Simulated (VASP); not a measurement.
La, 1 atom in the cell. The structure is cubic, space group Im-3m (No. 229). The conventional cell has a = 4.248 Å, b = 4.248 Å, c = 4.248 Å, α = 90.00°, β = 90.00°, γ = 90.00°. La (site symmetry m-3m) has 8 La at 3.68 Å as nearest neighbours. This isn't the form of La at room conditions, which is double hcp.

```yaml
Program: VASP 6.6.1
Task: single point
Functional: PBE
Potentials_or_basis: VASP PAW PBE potentials, release 64 (La)
Cutoff: 520 eV
k_mesh: 9 × 9 × 9
Occupations: fermi-dirac, width 0.05 eV
Spin: no spin polarisation
Further_INCAR_settings: ALGO = Normal; EDIFF = 1e-07; NBANDS = 12
```

Potentials or basis: VASP PAW PBE potentials, release 64 (La).

Command:

```bash
$ cat potpaw_PBE.64/La/POTCAR > POTCAR
$ mpirun -np 1 vasp_std > vasp.out
```

Hardware: 1 thread of AMD EPYC 9R45 (Zen 5), on a shared host.

**Question.** Estimate the wall time of this run.

**Answer.** It took 13 s on 1 thread of AMD EPYC 9R45 (Zen 5), with other jobs on the host, peak memory 0.14 GiB. Counts: scf iterations 20, k points 35.
